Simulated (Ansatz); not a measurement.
# BAs (Pm-3m) in Ansatz: reference runs

Aim: a first look at BAs with PBE, on the cell as given.

Everything below comes from runs of Ansatz 0.2.0. Logs are shortened: lines on timing, memory, paths and dates and some standing lists are left out, and cuts for length are marked.

**1. The cell of the first run**

The structure is cubic, space group Pm-3m (No. 221). Conventional cell: a = 2.957 Å, b = 2.957 Å, c = 2.957 Å, α = 90.00°, β = 90.00°, γ = 90.00°. Around B (site symmetry m-3m) lie 8 As at 2.56 Å. As (site symmetry m-3m) has 8 B at 2.56 Å as nearest neighbours.

The cell was built by a generator and needn't be a form met in nature.

**2. Single point, PBE (as made, not relaxed: species swapped into the GaAg type (Pm-3m, No. 221))**

The input, input.yaml:

```yaml
crystal:
  lattice:
    - [2.95701033, 0.0, 0.0]
    - [0.0, 2.95701033, 0.0]
    - [0.0, 0.0, 2.95701033]
  atoms:
    - { symbol: B, position: [0.5, 0.5, 0.5] }
    - { symbol: As, position: [0.0, 0.0, 0.0] }
hamiltonian:
  xc: pbe
  pseudopotentials: { kind: paw }
kpoints:
  mp_grid: { grid: [9, 9, 9] }
scf:
  occupations: { method: fermi_dirac, width: 0.05 }
output:
  forces: true
  stress: true
  eigenvalues: true
  write_density: true
  write_potential: true
  elf: true
  volumetric_format: npy
```

Potentials or basis: Ansatz PAW.

Command:

```bash
$ ansatz run input.yaml --threads 2 --pin off --max-ram 5632MiB --backend cpu --events-out ev --progress --plain --runs-dir out
```

What it wrote:

```text
Warning: RAYON_NUM_THREADS=2 ignored (pool sized by the plan → 2); use --threads N
Engine: ansatz 0.2.0, x86_64-unknown-linux-gnu
Pseudopotentials: kind: paw
Pseudopotential: B, paw, valence charge 3, recommended cutoff 420 eV (normal), B.paw.azcp
Pseudopotential: As, paw, valence charge 15, recommended cutoff 420 eV (normal), As.paw.azcp
Functional definition: PBE
  parameter kappa = 0.804
  parameter beta = 0.06672455060314922
  exchange = pbe_x(kappa = kappa, mu = beta*pi^2/3)
  correlation = pbe_c(beta = beta)
Crystal: 2 atoms, lattice volume = 25.856 Å³
Basis set: ecut = 420 eV, 485 PW (Γ), exchange–correlation on 40×40×40 points (8 copies of the dense FFT grid, shifted against one another)
Bands: 13, of which v1, the nominal top of the filled ones, is band 9 counted from 1 (8 counted from 0)
Symmetry: 48 space group operations
Space group: Pm-3m (ITA 221), of the structure as read, at distance tolerance 3.0e-5 Å
k-points: 35 of 729
Non-local potential: B, projectors of the file, l = 0: 2, l = 1: 2, l = 2: 1
Non-local potential: As, projectors of the file, l = 0: 2, l = 1: 2, l = 2: 3, l = 3: 1
PAW form: soft (Blöchl's): semilocal exchange-correlation on the pseudo side does not see the compensation charge
PAW one-centre angular grid: B, 110 points (default); XC on 64 Gauss nodes
PAW one-centre angular grid: As, 590 points (default); XC on 64 Gauss nodes
Initial density: superposition of atomic densities (neutral atoms: chi_scale 0, normalization atom), corrected by the library's trained network
Initial wavefunctions: pseudopotential atomic-orbital guess
Functional: x = pbe(κ = 0.804, μ = 0.2195149727645171), c = pbe(β = 0.06672455060314922)
SCF iter   1: F=—  HF=-5009.016901 eV  |F-HF|=—  |Δ(HF+E_count)|=         —  Δρ=1.87e-3  dr2=1.02e-3  ethr=1.77e-3  ⟨swp⟩=5.0  Hψ=5249  notcnv=0  defer=6
automatic band count: the SCF goes on with 17 bands, as 13 were too few: the levels above may hold too much charge
preconditioner: auto → none  [metal: Δε(μ)=0.098 eV  Ē_g=15.409 eV  σ=0.050 eV  W_gap=0.40  n_scr=6 (ndim 8)  ℏωp=20.7 eV  f_vac=0.000  D(μ)=1.35/eV (n_scr^D=18)  sad-step TF]
SCF iter   2: F=—  HF=-5009.016718 eV  |F-HF|=—  |Δ(HF+E_count)|=   1.83e-4  Δρ=1.21e-3  dr2=4.45e-4  ethr=5.69e-6  ⟨swp⟩=1.6  Hψ=917  notcnv=0  defer=17
SCF iter   3: F=—  HF=-5009.016717 eV  |F-HF|=—  |Δ(HF+E_count)|=   6.14e-7  Δρ=3.07e-4  dr2=4.01e-5  ethr=2.47e-6  ⟨swp⟩=2.1  Hψ=686  notcnv=0  defer=17
SCF iter   4: F=—  HF=-5009.016684 eV  |F-HF|=—  |Δ(HF+E_count)|=   3.39e-5  Δρ=1.31e-4  dr2=5.25e-6  ethr=2.23e-7  ⟨swp⟩=2.0  Hψ=789  notcnv=0  defer=17
SCF iter   5: F=—  HF=-5009.016683 eV  |F-HF|=—  |Δ(HF+E_count)|=   3.12e-7  Δρ=5.58e-5  dr2=1.30e-6  ethr=2.92e-8  ⟨swp⟩=2.0  Hψ=822  notcnv=0  defer=17
SCF iter   6: F=—  HF=-5009.016682 eV  |F-HF|=—  |Δ(HF+E_count)|=   1.09e-6  Δρ=2.15e-5  dr2=1.91e-7  ethr=7.21e-9  ⟨swp⟩=2.3  Hψ=755  notcnv=0  defer=17
SCF iter   7: F=-5009.016682 eV  HF=-5009.016682 eV  |F-HF|=1.43e-8  |Δ(HF+E_count)|=   1.85e-7  Δρ=3.79e-6  dr2=6.01e-9  ethr=5.56e-10  ⟨swp⟩=9.8  Hψ=3390  notcnv=0
SCF 1 converged in 7 iterations: F = -5009.016682 eV  dr2 = 6.01e-9
SCF converged after 7 iterations
Free energy (F): -5009.016682 eV
Harris-Foulkes:  -5009.016682 eV  (|F-HF|=1.43e-8)
Internal energy: -5009.006286 eV  (E = F + TS)
E sigma→0 (E₀):  -5009.011484 eV
Entropy (-TS):   -0.010395 eV (-5.198 meV/atom)
Fermi energy:    12.080065 eV
--- Per-component energies (eV) ---
  E_band       = -190.679692
  E_kinetic    = 141.978142
  E_local      = -1568.292747  (includes V_loc(G=0)·N_el)
  E_nonlocal   = -656.093257
  E_hartree    = 888.267866
  E_xc         = -109.458938
  E_vxc        = -114.969014  (∫ρ·V_xc dr)
  E_paw        = -1913.123182  (= ΣΔE_a)
  E_vpaw       = 230.157489  (= ΣTr[D̂ρ^β])
  E_aug_tail   = 0.000006  (compensation charges beyond the density's cutoff)
  E_ewald      = -1792.284175
  E_smearing   = -0.010395  (= −TS)
  E_closure    = 0.000000  (closes the sum)
  Σ components = -5009.016682   (vs F -5009.016682, Δ=0.00e0)
--- Forces (eV/Å), atoms counted from 1 ---
  atom   1  B      0.00000000    -0.00000000     0.00000000
  atom   2  As    -0.00000000     0.00000000    -0.00000000
  max |Σ_I F_I| component: 3.94e-31 eV/Å
--- Stress (GPa, compression-positive) ---
       -1.894191      -0.000000       0.000000
        0.000000      -1.894191       0.000000
        0.000000       0.000000      -1.894191
  P = ⅓ Tr σ = -1.8942 GPa (-18.942 kbar)
--- Band table (eV; the first three rows and the last of 35) ---
  k-point 0: bands = ["-24.0934", "-24.0934", "-24.0487", "-24.0487", "-24.0487", "-3.3287", "11.3889", "11.3889", "11.3889", "11.7600", "17.9116", "17.9116", "21.2829", "21.2829", "21.2829", "31.3801", "31.3801"]
  k-point 1: bands = ["-24.0932", "-24.0889", "-24.0500", "-24.0500", "-24.0485", "-3.1377", "9.3068", "11.5855", "11.5855", "12.8573", "18.1097", "19.2312", "20.7944", "20.7944", "20.9609", "30.7176", "30.7176"]
  k-point 2: bands = ["-24.0927", "-24.0775", "-24.0534", "-24.0534", "-24.0483", "-2.5735", "6.7510", "12.1700", "12.1700", "13.5874", "18.7008", "19.4169", "19.4907", "19.4907", "22.8764", "28.1157", "30.2919"]
  k-point 34: bands = ["-24.0716", "-24.0716", "-24.0716", "-24.0347", "-24.0347", "4.3268", "8.0529", "8.8524", "8.8524", "9.7760", "10.9876", "10.9876", "12.2617", "30.9905", "31.3148", "31.3148", "38.1058"]
```

It took 1.9 s on 2 threads of Intel Xeon at 2.50GHz (Skylake/Cascade Lake), shared host; peak memory 0.31 GiB.

What came out:

| Quantity | Value |
| --- | --- |
| Free energy | -5009.0167 eV |
| Pressure | -1.9 GPa |
| Band gap on the k mesh | none (metal or under the smearing width) |
